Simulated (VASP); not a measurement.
Here is a VASP 6.6.1 calculation.

INCAR

```
SYSTEM = CdTe
ALGO = Normal ; EDIFF = 1E-7
ENCUT = 520 ; GGA = PS
ISIF = 2 ; ISMEAR = 0
LASPH = .True. ; LCHARG = .False.
LREAL = .False. ; LWAVE = .False.
NBANDS = 16 ; NELM = 80
PREC = Accurate ; SIGMA = 0.01
```

The input KPOINTS:

```
k-points
0
Gamma
  6 6 6
  0 0 0
```

Contents of POSCAR:

```
CdTe
1.0
    4.5325540000      0.0000000000      0.0000000000
    2.2662770000      3.9253069080      0.0000000000
    2.2662770000      1.3084356360      3.7008148439
Cd Te
1 1
Direct
    0.0000000000      0.0000000000      0.0000000000
    0.2500000000      0.2500000000      0.2500000000
```

Potentials or basis: VASP PAW PBE potentials, release 64 (Cd, Te).

The run is started by

```sh
$ cat potpaw_PBE.64/Cd/POTCAR potpaw_PBE.64/Te/POTCAR > POTCAR
$ mpirun -np 1 vasp_std > vasp.out
```

(1) What does it give for the pressure?

(2) What does it give for the band gap on the k mesh?

## Answers

(1) 1.9 GPa.

(2) 0.76 eV, direct.

Caveat: the PAW data sets were made with another functional, which shifts forces and pressure a little; spin-orbit coupling is left out, which moves the levels of the heavy elements.

**Measured values to compare with.**

A printed reference work, data compilation reports, for a bulk crystal of CdTe at 0 K: band gap 1.607 eV.

Against the measured gap of CdTe, 1.607 eV (0 K; a printed reference work, data compilation), the calculated 0.76 eV is off by -0.85 eV. Spin-orbit coupling on Cd, Te is left out. The value is that of PBEsol, without temperature or zero-point motion. Semilocal functionals fall short of measured gaps as a rule.
